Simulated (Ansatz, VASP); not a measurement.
This is a calculation of Ca for Ansatz 0.2.0.

The input input.yaml:

```yaml
crystal:
  lattice:
    - [-2.24, 2.24, 2.24]
    - [2.24, -2.24, 2.24]
    - [2.24, 2.24, -2.24]
  atoms:
    - { symbol: Ca, position: [0.0, 0.0, 0.0] }
kpoints:
  mp_grid: { grid: [8, 8, 8] }
scf:
  occupations: { method: gaussian, width: 0.05 }
hamiltonian:
  xc: lda
  pseudopotentials: { kind: all_electron, lapw: { basis_error: 0.001 } }
output:
  forces: true
  stress: true
  eigenvalues: true
```

Potentials or basis: all-electron LAPW, scalar-relativistic.

Command:

```bash
$ ansatz run input.yaml --threads 1 --pin off --max-ram 3072MiB --backend cpu --events-out ev --progress --plain --runs-dir out
```

Q: Set up the same calculation for VASP 6.6.1. Potentials there: VASP PAW LDA potentials, release 64 (Ca_sv).

A: As run (the cutoff follows the program's own potentials):

The input INCAR:

```
SYSTEM = Ca
ALGO = Normal ; EDIFF = 1E-6
ENCUT = 520 ; ISIF = 2
ISMEAR = 0 ; LASPH = .True.
LCHARG = .True. ; LELF = .True.
LREAL = .False. ; LVHAR = .True.
LWAVE = .False. ; NBANDS = 11
NELM = 100 ; PREC = Accurate
SIGMA = 0.05
```

The input KPOINTS:

```
k-points
0
Gamma
  8 8 8
  0 0 0
```

Contents of POSCAR:

```
Ca
1.0
   -2.2400000000      2.2400000000      2.2400000000
    2.2400000000     -2.2400000000      2.2400000000
    2.2400000000      2.2400000000     -2.2400000000
Ca
1
Direct
    0.0000000000      0.0000000000      0.0000000000
```

Potentials or basis: VASP PAW LDA potentials, release 64 (Ca_sv).

Command:

```bash
$ cat potpaw_LDA.64/Ca_sv/POTCAR > POTCAR
$ mpirun -np 1 vasp_std > vasp.out
```

Both were run:

|  | VASP | Ansatz | Ansatz less VASP |
| --- | --- | --- | --- |
| gap on the k mesh at the Fermi level (eV) | none | none | - |
| pressure (GPa) | -2.5 | -2.5 | +0.02 |

A gap of «none» marks a metal or a gap that the smearing closes. Ansatz ran all-electron here, so the differences hold the error of VASP's frozen core and of both bases.
